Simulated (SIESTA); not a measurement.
# NiO (Fm-3m) in SIESTA: further runs, part 2 of 3

SIESTA 5.4.2. The steps go on from the part before.

### Step 3. Band structure, PBE, collinear spin, ferromagnetic start

NiO.fdf reads:

```
SystemName                      NiO
SystemLabel                     NiO
NumberOfSpecies                 2
NumberOfAtoms                   2
%block ChemicalSpeciesLabel
  1  28 Ni
  2   8 O
%endblock ChemicalSpeciesLabel

LatticeConstant                 1.0 Ang
%block LatticeVectors
     0.0000000000     2.0859016414     2.0859016414
     2.0859016414     0.0000000000     2.0859016414
     2.0859016414     2.0859016414     0.0000000000
%endblock LatticeVectors
AtomicCoordinatesFormat         Fractional
%block AtomicCoordinatesAndAtomicSpecies
     0.0000000000     0.0000000000     0.0000000000  1  Ni
     0.5000000000     0.5000000000     0.5000000000  2  O
%endblock AtomicCoordinatesAndAtomicSpecies

%block kgrid.MonkhorstPack
   11   0   0  0.0
    0  11   0  0.0
    0   0  11  0.0
%endblock kgrid.MonkhorstPack
XC.Functional                   GGA
XC.Authors                      PBE
PAO.BasisSize                   DZDP
PAO.EnergyShift                 0.002 Ry
Mesh.Cutoff                     800 Ry
Spin                            polarized
%block DM.InitSpin
    1   1.000
    2   0.000
%endblock DM.InitSpin
OccupationFunction              FD
ElectronicTemperature           0.05 eV
MaxSCFIterations                200
SCF.MustConverge                false
SCF.Mixer.Method                Pulay
SCF.Mixer.Weight                0.1
SCF.Mixer.History               10
SCF.DM.Tolerance                5.0e-05
SCF.H.Tolerance                 1.0e-03 eV
WriteForces                     true
Charge.Mulliken                 end
BandLinesScale                  ReciprocalLatticeVectors
%block BandLines
    1    0.000000   0.000000   0.000000  \Gamma
   12    0.500000   0.000000   0.500000  X
    6    0.500000   0.250000   0.750000  W
    4    0.375000   0.375000   0.750000  K
   13    0.000000   0.000000   0.000000  \Gamma
   11    0.500000   0.500000   0.500000  L
    8    0.625000   0.250000   0.625000  U
    4    0.500000   0.250000   0.750000  W
    9    0.500000   0.500000   0.500000  L
    8    0.375000   0.375000   0.750000  K
    1    0.625000   0.250000   0.625000  U
    4    0.500000   0.000000   0.500000  X
%endblock BandLines
%block PAO.PolarizationScheme
  Ni non-perturbative
  O non-perturbative
%endblock PAO.PolarizationScheme
```

Potentials or basis: PseudoDojo 0.4 standard (PBE files), DZDP (energy shift 0.002 Ry).

Command:

```
siesta < NiO.fdf > NiO.out 2>&1
```

NiO.out:

```text
Version         : 5.4.2

[... 6 lines left out ...]
 NOTE: Please see the manual for full details and compatibility measures.

reinit: Reading from standard input
reinit: Dumping input in INPUT_TMP.61484
************************** Dump of input data file ****************************
SystemName                      NiO
SystemLabel                     NiO
NumberOfSpecies                 2
NumberOfAtoms                   2
%block ChemicalSpeciesLabel
  1  28 Ni
  2   8 O
%endblock ChemicalSpeciesLabel
LatticeConstant                 1.0 Ang
%block LatticeVectors
     0.0000000000     2.0859016414     2.0859016414
     2.0859016414     0.0000000000     2.0859016414
     2.0859016414     2.0859016414     0.0000000000
%endblock LatticeVectors
AtomicCoordinatesFormat         Fractional
%block AtomicCoordinatesAndAtomicSpecies
     0.0000000000     0.0000000000     0.0000000000  1  Ni
     0.5000000000     0.5000000000     0.5000000000  2  O
%endblock AtomicCoordinatesAndAtomicSpecies
%block kgrid.MonkhorstPack
   11   0   0  0.0
    0  11   0  0.0
    0   0  11  0.0
%endblock kgrid.MonkhorstPack
XC.Functional                   GGA
XC.Authors                      PBE
[... 804 lines left out ...]
   1  9.306   0.986   0.074  -0.056   0.992   0.992   0.992   0.024   0.024
              0.024   0.121   0.121   0.121   1.003   1.003   0.946   1.003

              0.946  -0.023  -0.023   0.028  -0.023   0.028

Species: O
Atom  Qatom  Qorb
               2s      2s      2py     2pz     2px     2py     2pz     2px
               3dxy    3dyz    3dz2    3dxz    3dx2-y2 3dxy    3dyz    3dz2
               3dxz    3dx2-y2
   2  3.572   1.022  -0.075   0.931   0.931   0.931  -0.086  -0.086  -0.086
              0.002   0.002   0.020   0.002   0.020   0.007   0.007   0.011

              0.007   0.011

mulliken: Qtot =       12.879

mulliken: Spin DOWN

Species: Ni
Atom  Qatom  Qorb
               3s      4s      4s      3py     3pz     3px     4py     4pz
               4px     4py     4pz     4px     3dxy    3dyz    3dz2    3dxz
               3dx2-y2 3dxy    3dyz    3dz2    3dxz    3dx2-y2
   1  7.865   0.977   0.110  -0.074   0.992   0.992   0.992   0.024   0.024
              0.024   0.116   0.116   0.116   1.022   1.022   0.313   1.022

              0.313  -0.057  -0.057  -0.033  -0.057  -0.033

Species: O
Atom  Qatom  Qorb
               2s      2s      2py     2pz     2px     2py     2pz     2px
               3dxy    3dyz    3dz2    3dxz    3dx2-y2 3dxy    3dyz    3dz2
               3dxz    3dx2-y2
   2  3.257   1.005  -0.081   0.832   0.832   0.832  -0.083  -0.083  -0.083
              0.005   0.005   0.018   0.005   0.018   0.008   0.008   0.006

              0.008   0.006

mulliken: Qtot =       11.121

Mulliken Atomic Populations:
Atom #   charge [q] valence [e]      Sz [e]  Species
     1     0.829003   17.170997    1.441429  Ni
     2    -0.829003    6.829003    0.315779  O
 Total    -0.000000                1.757208

Job completed
```

Run time: 3.4 min. Hardware: 1 thread of Intel Xeon Platinum 8488C (Sapphire Rapids), shared host; peak memory 0.32 GiB.

Results:

```
Free energy            : -5014.2378 eV
Pressure               : 6.4 GPa
Band gap on the k mesh : none (metal or under the smearing width)
Net moment             : 1.76 μB per cell
Site moments           : Ni +1.44; O +0.32 μB
```

Levels at the corners of the path, in eV from the Fermi level:
Spin up:
```tsv
point	band 10	band 11	band 12	band 13	band 14	band 15	band 16	band 17
Γ	-3.00	-2.63	-2.63	-2.63	1.63	19.11	19.11	19.11
X	-2.86	-2.30	-1.62	-1.62	6.24	10.82	12.32	16.99
W	-1.88	-1.88	-1.62	-1.28	8.62	10.82	10.82	13.54
K	-1.88	-1.75	-1.51	-1.20	7.91	10.42	10.66	16.00
Γ	-3.00	-2.63	-2.63	-2.63	1.63	19.11	19.11	19.11
L	-1.94	-1.39	0.28	0.28	5.63	10.27	14.10	14.10
U	-1.88	-1.75	-1.51	-1.20	7.91	10.42	10.66	16.00
W	-1.88	-1.88	-1.62	-1.28	8.62	10.82	10.82	13.54
L	-1.94	-1.39	0.28	0.28	5.63	10.27	14.10	14.10
K	-1.88	-1.75	-1.51	-1.20	7.91	10.42	10.66	16.00
U	-1.88	-1.75	-1.51	-1.20	7.91	10.42	10.66	16.00
X	-2.86	-2.30	-1.62	-1.62	6.24	10.82	12.32	16.99
```
Spin down:
```tsv
point	band 8	band 9	band 10	band 11	band 12	band 13	band 14	band 15
Γ	-2.46	-1.73	-1.73	-1.73	-0.57	-0.57	1.97	19.31
X	-3.83	-2.73	-0.63	-0.63	-0.15	0.40	6.63	11.25
W	-5.17	-0.97	-0.97	-0.63	0.27	1.02	9.13	11.18
K	-4.39	-1.55	-0.76	-0.54	0.53	1.04	8.30	10.78
Γ	-2.46	-1.73	-1.73	-1.73	-0.57	-0.57	1.97	19.31
L	-4.79	-0.83	-0.83	-0.45	2.28	2.28	5.79	10.80
U	-4.39	-1.55	-0.76	-0.54	0.53	1.04	8.30	10.78
W	-5.17	-0.97	-0.97	-0.63	0.27	1.02	9.13	11.18
L	-4.79	-0.83	-0.83	-0.45	2.28	2.28	5.79	10.80
K	-4.39	-1.55	-0.76	-0.54	0.53	1.04	8.30	10.78
U	-4.39	-1.55	-0.76	-0.54	0.53	1.04	8.30	10.78
X	-3.83	-2.73	-0.63	-0.63	-0.15	0.40	6.63	11.25
```

Caveat: semicore shells carry a single zeta, which can move pressures by several GPa and volumes by a few percent; the basis of atomic orbitals isn't converged, which shifts pressures, moduli and gaps; a cell with one magnetic atom can't hold antiferromagnetic order, which such compounds often take; semilocal functionals often make such compounds metallic where correlation or magnetic order opens a gap, which also shifts bond lengths.

### Step 4. Born charges, optB88-vdW, collinear spin, ferromagnetic start

NiO.fdf reads:

```
SystemName                      NiO
SystemLabel                     NiO
NumberOfSpecies                 2
NumberOfAtoms                   2
%block ChemicalSpeciesLabel
  1  28 Ni
  2   8 O
%endblock ChemicalSpeciesLabel

LatticeConstant                 1.0 Ang
%block LatticeVectors
     0.0000000000     2.0859016414     2.0859016414
     2.0859016414     0.0000000000     2.0859016414
     2.0859016414     2.0859016414     0.0000000000
%endblock LatticeVectors
AtomicCoordinatesFormat         Fractional
%block AtomicCoordinatesAndAtomicSpecies
     0.0000000000     0.0000000000     0.0000000000  1  Ni
     0.5000000000     0.5000000000     0.5000000000  2  O
%endblock AtomicCoordinatesAndAtomicSpecies

%block kgrid.MonkhorstPack
    8   0   0  0.0
    0   8   0  0.0
    0   0   8  0.0
%endblock kgrid.MonkhorstPack
XC.Functional                   VDW
XC.Authors                      KBM
PAO.BasisSize                   SZ
PAO.EnergyShift                 0.02 Ry
Mesh.Cutoff                     1200 Ry
Spin                            polarized
%block DM.InitSpin
    1   1.000
    2   0.000
%endblock DM.InitSpin
Spin.Fix                        true
Spin.Total                      0.00
OccupationFunction              FD
ElectronicTemperature           0.05 eV
MaxSCFIterations                200
SCF.MustConverge                false
SCF.Mixer.Method                Pulay
SCF.Mixer.Weight                0.1
SCF.Mixer.History               10
SCF.DM.Tolerance                1.0e-05
SCF.H.Tolerance                 1.0e-04 eV
WriteForces                     true
Charge.Mulliken                 end
MD.TypeOfRun                    FC
FC.First                        1
FC.Last                         2
FC.Displacement                 0.04 Bohr
%block PolarizationGrids
  18 5 5
  5 18 5
  5 5 18
%endblock PolarizationGrids
BornCharge                      true
```

vibra.fdf reads:

```
SystemLabel                     NiO
NumberOfAtoms                   2
LatticeConstant                 1.0 Ang
%block LatticeVectors
     0.0000000000     2.0859016414     2.0859016414
     2.0859016414     0.0000000000     2.0859016414
     2.0859016414     2.0859016414     0.0000000000
%endblock LatticeVectors
AtomicCoordinatesFormat         NotScaledCartesianAng
%block AtomicCoordinatesAndAtomicSpecies
     0.0000000000     0.0000000000     0.0000000000 1 58.6934
     2.0859016414     2.0859016414     2.0859016414 2 15.9990
%endblock AtomicCoordinatesAndAtomicSpecies
SuperCell_1                     0
SuperCell_2                     0
SuperCell_3                     0
AtomicDispl                     0.04 Bohr
BandLinesScale                  ReciprocalLatticeVectors
%block BandLines
  1  0.0 0.0 0.0  \Gamma
%endblock BandLines
```

Potentials or basis: PseudoDojo 0.5 stringent (PBE files), SZ (energy shift 0.02 Ry).

Command:

```
siesta < NiO.fdf > NiO.out 2>&1
vibra < vibra.fdf > vibra.out
```

NiO.out:

```text
Version         : 5.4.2

[... 6 lines left out ...]
 NOTE: Please see the manual for full details and compatibility measures.

reinit: Reading from standard input
reinit: Dumping input in INPUT_TMP.53420
************************** Dump of input data file ****************************
SystemName                      NiO
SystemLabel                     NiO
NumberOfSpecies                 2
NumberOfAtoms                   2
%block ChemicalSpeciesLabel
  1  28 Ni
  2   8 O
%endblock ChemicalSpeciesLabel
LatticeConstant                 1.0 Ang
%block LatticeVectors
     0.0000000000     2.0859016414     2.0859016414
     2.0859016414     0.0000000000     2.0859016414
     2.0859016414     2.0859016414     0.0000000000
%endblock LatticeVectors
AtomicCoordinatesFormat         Fractional
%block AtomicCoordinatesAndAtomicSpecies
     0.0000000000     0.0000000000     0.0000000000  1  Ni
     0.5000000000     0.5000000000     0.5000000000  2  O
%endblock AtomicCoordinatesAndAtomicSpecies
%block kgrid.MonkhorstPack
    8   0   0  0.0
    0   8   0  0.0
    0   0   8  0.0
%endblock kgrid.MonkhorstPack
XC.Functional                   VDW
XC.Authors                      KBM
PAO.BasisSize                   SZ
PAO.EnergyShift                 0.02 Ry
Mesh.Cutoff                     1200 Ry
Spin                            polarized
%block DM.InitSpin
    1   1.000
[... 1712 lines left out ...]

siesta: Pressure (static):
siesta:                Solid            Molecule  Units
siesta:          -0.00237635         -0.00230399  Ry/Bohr**3
siesta:          -0.21818661         -0.21154269  eV/Ang**3
siesta:        -349.57348451       -338.92875037  kBar

Basis Enthalpy Calculation:
    Basis Pressure for species 1(Ni) :      0.2000000 GPa
    Basis Pressure for species 2(O) :      0.2000000 GPa

    Orbital volume contribution        =           0.260436 eV
    (Free)E + p_basis*V_orbitals       =       -5052.474527 eV
    (Free)Eharris+ p_basis*V_orbitals  =       -5052.474527 eV

mulliken: Atomic and Orbital Populations:

mulliken: Spin UP

Species: Ni
Atom  Qatom  Qorb
               3s      4s      3py     3pz     3px     3dxy    3dyz    3dz2
               3dxz    3dx2-y2
   1  8.588   1.001   0.374   1.000   1.000   1.000   0.990   0.990   0.621
              0.990   0.621

Species: O
Atom  Qatom  Qorb
               2s      2py     2pz     2px
   2  3.412   0.950   0.821   0.821   0.821

mulliken: Qtot =       12.000

mulliken: Spin DOWN

Species: Ni
Atom  Qatom  Qorb
               3s      4s      3py     3pz     3px     3dxy    3dyz    3dz2
               3dxz    3dx2-y2
   1  8.588   1.001   0.374   1.000   1.000   1.000   0.990   0.990   0.621
              0.990   0.621

Species: O
Atom  Qatom  Qorb
               2s      2py     2pz     2px
   2  3.412   0.950   0.821   0.821   0.821

mulliken: Qtot =       12.000

Mulliken Atomic Populations:
Atom #   charge [q] valence [e]      Sz [e]  Species
     1     0.824526   17.175474    0.000000  Ni
     2    -0.824526    6.824526   -0.000000  O
 Total    -0.000000               -0.000000

Job completed
```

Run time: 5 min. Hardware: 1 thread of Arm Neoverse V1, shared host; peak memory 0.36 GiB.

What came out:

| Property | Result |
| --- | --- |
| Net moment | 0.00 μB per cell |
| Highest phonon frequency at Γ, LO-TO splitting left out | 419 cm⁻¹ |

Phonon frequencies in cm⁻¹ (negative: imaginary):
```csv
q point,frequencies
"(0.000, 0.000, 0.000)",0 0 0 419 419 419
```

Caveat: the basis has no polarisation orbitals; the cell wasn't relaxed at this level first, so stress shifts the frequencies and moduli; no splitting of longitudinal and transverse optical modes; short orbitals over semicore shells can move pressures by several GPa; the potentials were made for another functional, which shifts forces and pressure; the basis of atomic orbitals isn't converged, which shifts pressures, moduli and gaps; the total moment is fixed, so each spin has its own Fermi level.

### Step 5. Phonons, PW91+U, collinear spin, ferromagnetic start

NiO.fdf reads:

```
SystemName                      NiO
SystemLabel                     NiO
NumberOfSpecies                 2
NumberOfAtoms                   2
%block ChemicalSpeciesLabel
  1  28 Ni
  2   8 O
%endblock ChemicalSpeciesLabel
%include structure.fdf

%block kgrid.MonkhorstPack
    8   0   0  0.0
    0   8   0  0.0
    0   0   8  0.0
%endblock kgrid.MonkhorstPack
XC.Functional                   GGA
XC.Authors                      PW91
PAO.BasisSize                   DZP
PAO.EnergyShift                 0.01 Ry
Mesh.Cutoff                     1200 Ry
Spin                            polarized
%block DM.InitSpin
    1   1.000
    2   0.000
%endblock DM.InitSpin
Spin.Fix                        true
Spin.Total                      1.00
DFTU.ProjectorGenerationMethod  1
%block DFTU.Proj
  Ni 1
  n=3 2
  5.00 0.00
  0.0
%endblock DFTU.Proj
OccupationFunction              FD
ElectronicTemperature           0.05 eV
MaxSCFIterations                200
SCF.MustConverge                false
SCF.Mixer.Method                Pulay
SCF.Mixer.Weight                0.1
SCF.Mixer.History               10
SCF.DM.Tolerance                1.0e-05
SCF.H.Tolerance                 1.0e-04 eV
WriteForces                     true
Charge.Mulliken                 end
MD.TypeOfRun                    FC
FC.First                        1
FC.Last                         2
FC.Displacement                 0.04 Bohr
```

structure.fdf reads:

```
LatticeConstant                 1.0 Ang
%block LatticeVectors
     0.0000000000     2.0859016414     2.0859016414
     2.0859016414     0.0000000000     2.0859016414
     2.0859016414     2.0859016414     0.0000000000
%endblock LatticeVectors
AtomicCoordinatesFormat         Fractional
%block AtomicCoordinatesAndAtomicSpecies
     0.0000000000     0.0000000000     0.0000000000  1  Ni
     0.5000000000     0.5000000000     0.5000000000  2  O
%endblock AtomicCoordinatesAndAtomicSpecies
```

vibra.fdf is that of step 4.

Potentials or basis: PseudoDojo 0.4 standard (PBE files), DZP (energy shift 0.01 Ry).

Command:

```
siesta < NiO.fdf > NiO.out 2>&1
vibra < vibra.fdf > vibra.out
```

NiO.out:

```text
Version         : 5.4.2

                           ***********************
                           *  WELCOME TO SIESTA  *
                           ***********************

 NOTE: Siesta V5 introduces some new defaults for basis-set generation
 NOTE: which might lead to slightly different numerical results.
 NOTE: Please see the manual for full details and compatibility measures.

reinit: Reading from standard input
reinit: Dumping input in INPUT_TMP.03678
************************** Dump of input data file ****************************
SystemName                      NiO
SystemLabel                     NiO
NumberOfSpecies                 2
NumberOfAtoms                   2
%block ChemicalSpeciesLabel
  1  28 Ni
  2   8 O
%endblock ChemicalSpeciesLabel
%include structure.fdf
%block kgrid.MonkhorstPack
    8   0   0  0.0
    0   8   0  0.0
    0   0   8  0.0
%endblock kgrid.MonkhorstPack
XC.Functional                   GGA
XC.Authors                      PW91
PAO.BasisSize                   DZP
PAO.EnergyShift                 0.01 Ry
Mesh.Cutoff                     1200 Ry
Spin                            polarized
%block DM.InitSpin
    1   1.000
    2   0.000
%endblock DM.InitSpin
Spin.Fix                        true
Spin.Total                      1.00
[... 2039 lines left out ...]

mulliken: Spin UP

Species: Ni
Atom  Qatom  Qorb
               3s      4s      4s      3py     3pz     3px     4py     4pz
               4px     3dxy    3dyz    3dz2    3dxz    3dx2-y2 3dxy    3dyz
               3dz2    3dxz    3dx2-y2
   1  9.285   0.998   0.400  -0.140   1.005   1.005   1.005   0.106   0.106
              0.106   1.015   1.015   0.871   1.015   0.871  -0.037  -0.037

              0.010  -0.037   0.010

Species: O
Atom  Qatom  Qorb
               2s      2s      2py     2pz     2px     2py     2pz     2px
               3Pdxy   3Pdyz   3Pdz2   3Pdxz   3Pdx2-y2
   2  3.215   0.864   0.021   0.809   0.810   0.809  -0.043  -0.043  -0.043
              0.007   0.007   0.005   0.007   0.005

mulliken: Qtot =       12.500

mulliken: Spin DOWN

Species: Ni
Atom  Qatom  Qorb
               3s      4s      4s      3py     3pz     3px     4py     4pz
               4px     3dxy    3dyz    3dz2    3dxz    3dx2-y2 3dxy    3dyz
               3dz2    3dxz    3dx2-y2
   1  8.201   0.999   0.376  -0.131   1.005   1.005   1.005   0.100   0.100
              0.100   1.034   1.034   0.378   1.034   0.378  -0.056  -0.056

             -0.025  -0.056  -0.025

Species: O
Atom  Qatom  Qorb
               2s      2s      2py     2pz     2px     2py     2pz     2px
               3Pdxy   3Pdyz   3Pdz2   3Pdxz   3Pdx2-y2
   2  3.299   0.854   0.020   0.854   0.854   0.854  -0.056  -0.056  -0.056
              0.007   0.007   0.004   0.007   0.004

mulliken: Qtot =       11.500

Mulliken Atomic Populations:
Atom #   charge [q] valence [e]      Sz [e]  Species
     1     0.513270   17.486730    1.084205  Ni
     2    -0.513270    6.513270   -0.084205  O
 Total     0.000000                1.000000

Job completed
```

Run time: 9.7 min. Hardware: 1 thread of Arm Neoverse V1, shared host; peak memory 0.25 GiB.

Results:

- Net moment: 1.00 μB per cell
- Highest phonon frequency at Γ, LO-TO splitting left out: 457 cm⁻¹

Phonon frequencies in cm⁻¹ (negative: imaginary):
```tsv
q point	frequencies
(0.000, 0.000, 0.000)	0 0 0 456 456 457
```

Caveat: the cell wasn't relaxed at this level first, so stress shifts the frequencies and moduli; no splitting of longitudinal and transverse optical modes; semicore shells carry a single zeta, which can move pressures by several GPa and volumes by a few percent; the potentials were made for another functional, which shifts forces and pressure; the basis of atomic orbitals isn't converged, which shifts pressures, moduli and gaps; the total moment is fixed, so each spin has its own Fermi level; a cell with one magnetic atom can't hold antiferromagnetic order, which such compounds often take.

(Part 2 of 3 ends here.)
